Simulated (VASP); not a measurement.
Wanted: the native input for a VASP 6.6.1 run.

- Task: relaxation of cell and atoms
- Functional: PBE
- Potentials or basis: VASP PAW PBE potentials, release 64 (Si)
- Cutoff: 520 eV
- k mesh: 4 × 4 × 4
- Occupations: gaussian, width 0.02 eV
- Spin: no spin polarisation
- Further INCAR settings: ALGO = Normal; EDIFF = 1e-07; IBRION = 2; EDIFFG = -0.002; NSW = 80; ISIF = 3

The structure of Si lies in POSCAR:

```
Si
1.0
    0.0000000000      2.7135600000      2.7135600000
    2.7135600000      0.0000000000      2.7135600000
    2.7135600000      2.7135600000      0.0000000000
Si
2
Direct
    0.7500000000      0.7500000000      0.7500000000
    0.5000000000      0.5000000000      0.5000000000
```

The input as run:

INCAR

```
  PREC = Accurate
  ENCUT = 520
  EDIFF = 1E-7
  ISMEAR = 0
  SIGMA = 0.02
  LREAL = False
  LASPH = True
  NELM = 60
  ALGO = Normal
  ISIF = 3
  LWAVE = False
  LCHARG = False
  GGA = PE
  IBRION = 2
  NSW = 80
  EDIFFG = -0.002
```

KPOINTS

```
Automatic mesh
0
Gamma
  4 4 4
```

Potentials or basis: VASP PAW PBE potentials, release 64 (Si).

Launch:

```sh
$ cat potpaw_PBE.64/Si/POTCAR > POTCAR
$ mpirun -np 1 vasp_std > vasp.out
```

It gave:

```yaml
Relaxed_volume: 20.57 Å³/atom
Relaxed_cell: a = 3.875 Å, b = 3.875 Å, c = 3.875 Å, α = 60.00°, β = 60.00°, γ = 60.00°
Space_group_after_relaxing_to_0.05_Å: Fd-3m (No. 227)
Energy_gained_by_relaxing: 5.0 meV/atom
Ionic_steps: 3
Pressure_after_relaxing: 0.0 GPa
Band_gap_on_the_k_mesh: 0.75 eV, indirect (least direct gap 2.54 eV)
```

Caveat: the k mesh is coarse (spacing up to 0.50 Å⁻¹), so the values aren't converged.

It took 8.7 s on 1 thread of AMD EPYC 7R13 Processor (Zen 3) (shared host), peak memory 0.12 GiB.
